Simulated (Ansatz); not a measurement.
From band curvature to drive current

Plane-wave DFT in Ansatz, PBE, scalar-relativistic PAW potentials, cutoff 420 eV, no spin-orbit coupling; no spin polarisation. Relaxed crystals whose conduction band edge is a single valley at Γ; masses by central differences along the Cartesian axes of the standard setting.

```csv
crystal,gap (eV),gap kind,m_x,m_y,m_z (mₑ)
AlN (P6_3mc),4.03,direct,0.296,0.296,0.282
MgO (Fm-3m),4.46,direct,0.337,0.337,0.337
ZnSe (F-43m),1.15,direct,0.0906,0.0906,0.0906
Ga₂O₃ (C2/m),2.01,indirect,0.22,0.231,0.211
SnO₂ (P4_2/mnm),0.68,direct,0.17,0.17,0.157
```

Task: Take a film 7 nm thick, normal along z, current along x, at 300 K. Work out the injection velocity, the density-of-states capacitance and the confinement shift.

Result: For a non-degenerate gas v_T = √(2k_BT/πm_x) = 5.38×10⁶ cm/s ÷ √(m_x/mₑ); one valley with both spins has C_Q = e²√(m_x m_y)/πħ² = 66.9 μF/cm² × √(m_x m_y)/mₑ; hard walls lift the first subband by ħ²π²/(2m_z t²) = 376 meV nm² ÷ (t² m_z/mₑ).
| crystal | v_T (10⁷ cm/s) | C_Q (μF/cm²) | shift (meV) |
| --- | --- | --- | --- |
| AlN (P6_3mc) | 0.99 | 19.8 | 27 |
| MgO (Fm-3m) | 0.93 | 22.5 | 23 |
| ZnSe (F-43m) | 1.79 | 6.1 | 85 |
| Ga₂O₃ (C2/m) | 1.15 | 15.1 | 36 |
| SnO₂ (P4_2/mnm) | 1.30 | 11.4 | 49 |

Task: With a gate oxide of 1 nm equivalent thickness (3.45 μF/cm²), which gives the most current per gate overdrive in the ballistic limit?

Result: The gate capacitance is the series value C_G = 1/(1/C_ox + 1/C_Q), and the current goes as C_G v_T: ZnSe (F-43m) 1.00, SnO₂ (P4_2/mnm) 0.88, Ga₂O₃ (C2/m) 0.82, AlN (P6_3mc) 0.74, MgO (Fm-3m) 0.71 (relative). For an isotropic mass C_G v_T peaks where C_Q = C_ox, at about 0.05 mₑ. The lightest mass wins here, since its C_Q of 6.1 μF/cm² costs less than its speed gains. C_Q is the degenerate value and v_T the non-degenerate one; at high drain bias only forward-going states fill, which halves C_Q, while degeneracy raises the velocity, so values within about 10 % of each other aren't ranked. Scattering and the charge centroid are left out, and so are side valleys, which confinement lifts less and can make the lowest. Members with gaps over 3 eV here are hard to dope and contact. Where the shift is under 25 meV (MgO (Fm-3m)) higher subbands (the second lies three shifts above the first) fill in part at 300 K, so C_Q is larger than given. Semilocal functionals give gaps too small and so, as a rule, masses too light.

Cost: about 11 core-minutes for the runs cited, on Arm Neoverse V2, AMD EPYC 9R45 (Zen 5), Arm Neoverse V1 and other processors (shared hosts).